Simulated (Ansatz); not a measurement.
ZnS (Wurtzite-2H):

```
CELL_PARAMETERS angstrom
3.81100 0.00000 0.00000
-1.90550 3.30042 0.00000
0.00000 0.00000 6.23400
ATOMIC_POSITIONS crystal
Zn 0.66667 0.33333 0.50000
Zn 0.33333 0.66667 0.00000
S 0.66667 0.33333 0.88500
S 0.33333 0.66667 0.38500
```

| Property | Result |
| --- | --- |
| Program | Ansatz 0.2.0 |
| Task | relaxation of cell and atoms |
| Functional | PBEsol |
| Potentials or basis | Ansatz PAW |
| Cutoff | 420 eV (not typed: the program's choice for these potentials) |
| k mesh | 8 × 8 × 5 |
| Occupations | fermi-dirac, width 0.05 eV |
| Spin | no spin polarisation |

At the start: volume 19.60 Å³/atom.

Q: Where does the relaxation end?

A: It ends after 5 steps and the volume is 19.22 Å³/atom (-1.9 %); space group P6_3mc (No. 186, to 0.05 Å).

Step by step:
```csv
step,energy change (eV),largest force (eV/Å),volume (Å³)
1,0.0000,0.3064,78.41
2,-0.0165,0.2266,77.55
3,-0.0272,0.0709,76.80
4,-0.0280,0.0002,76.90
5,-0.0275,0.0002,76.90
```

Final structure:
```
CELL_PARAMETERS angstrom
3.78163 0.00000 0.00000
-1.89081 3.27499 0.00000
0.00000 0.00000 6.20889
ATOMIC_POSITIONS crystal
Zn 0.66667 0.33333 0.50544
Zn 0.33333 0.66667 0.00544
S 0.66667 0.33333 0.87956
S 0.33333 0.66667 0.37956
```

Caveat: the plane-wave basis is chosen anew once the cell has moved, so the energies of steps on either side of that aren't comparable; the PAW data sets come from PBE, with cores solved anew for the run's functional, which leaves a small shift of forces and pressure.
